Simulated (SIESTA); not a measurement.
Runs of SIESTA 5.4.2 on Cu. It takes space group Fm-3m (No. 225, cubic). The conventional cell has a = 3.615 Å, b = 3.615 Å, c = 3.615 Å, α = 90.00°, β = 90.00°, γ = 90.00°. Cu (site symmetry m-3m) is surrounded by 12 Cu at 2.56 Å. 

```tsv
level	potentials or basis	gap on the mesh (eV)	pressure (GPa)
AM05	PseudoDojo 0.4 standard (PBEsol files), DZP (energy shift 0.003 Ry; two zetas on semicore shells)	none	-7.8
BLYP	PseudoDojo 0.4 standard (PBE files), DZP (energy shift 0.003 Ry; two zetas on semicore shells)	none	7.5
PBEsol	PseudoDojo 0.4 standard (PBEsol files), DZP (energy shift 0.003 Ry; two zetas on semicore shells)	none	(c)
PW91	PseudoDojo 0.4 standard (PBE files), DZP (energy shift 0.003 Ry; two zetas on semicore shells)	none	0.5
LDA	PseudoDojo 0.4 standard (LDA files), DZP (energy shift 0.003 Ry; two zetas on semicore shells)	none	-13.4
revPBE	PseudoDojo 0.4 standard (PBE files), DZP (energy shift 0.003 Ry; two zetas on semicore shells)	none	5.4
RPBE	PseudoDojo 0.4 standard (PBE files), DZP (energy shift 0.003 Ry; two zetas on semicore shells)	none	(b)
PBE	PseudoDojo 0.4 standard (PBE files), DZP (energy shift 0.003 Ry; two zetas on semicore shells)	none	1.1
WC	PseudoDojo 0.4 standard (PBEsol files), DZP (energy shift 0.003 Ry; two zetas on semicore shells)	none	(a)
```

Alike in all rows: task band structure; no spin polarisation; cell as given; k mesh 13 × 13 × 13; smearing fermi-dirac 0.05 eV; grid cutoff 800 Ry; energy shift 0.003 Ry.

Q: Estimate the missing entries.

A: (a) -6.8; (b) 7.1; (c) -7.4.

Caveats: short orbitals over semicore shells can move pressures by several GPa; the basis of atomic orbitals isn't converged, which shifts pressures, moduli and gaps; the potentials were made for another functional, which shifts forces and pressure (some runs).

A gap of «none» marks a metal or a gap under the smearing width.
